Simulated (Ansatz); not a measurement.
**SiC: computed properties**

Level of theory: DFT PBE, scalar-relativistic, plane waves, PAW in Ansatz 0.2.0.

Settings: cutoff 420 eV, Γ-centred mesh 12×12×2 on the computed 12-atom cell, Gaussian smearing of 0.02 eV; no spin polarisation.

The structure is relaxed at this level of theory with its symmetry kept.

```cif
data_structure
_symmetry_space_group_name_H-M 'P6_3mc'
_symmetry_Int_Tables_number 186
_cell_length_a 3.0950
_cell_length_b 3.0950
_cell_length_c 15.1864
_cell_angle_alpha 90.000
_cell_angle_beta 90.000
_cell_angle_gamma 120.000
_cell_volume 125.98
loop_
_atom_site_label
_atom_site_type_symbol
_atom_site_symmetry_multiplicity
_atom_site_Wyckoff_symbol
_atom_site_fract_x
_atom_site_fract_y
_atom_site_fract_z
_atom_site_occupancy
Si1 Si 2 a 0.00000 0.00000 0.12504 1
Si2 Si 2 b 0.33333 0.66667 0.29182 1
Si3 Si 2 b 0.33333 0.66667 0.95831 1
C1 C 2 a 0.00000 0.00000 0.99969 1
C2 C 2 b 0.33333 0.66667 0.16683 1
C3 C 2 b 0.33333 0.66667 0.83332 1
```

* Space group: P6_3mc (No. 186)
* Volume per atom: 10.50 Å³
* Formation energy from the elements' standard states (uncorrected): -0.204 eV/atom
* Kohn–Sham band gap: 2.02 eV
* Löwdin character of the top 1 eV of the valence band: C 2p 83 %, Si 3p 14 %
* Löwdin character of the lowest 1 eV of the conduction band: Si 3p 46 %, C 2s 23 %, C 2p 10 %, unprojected 17 %

Cost: 1 run of about 1.3 core-minutes, on Intel Xeon Platinum 8488C (Sapphire Rapids) (shared hosts).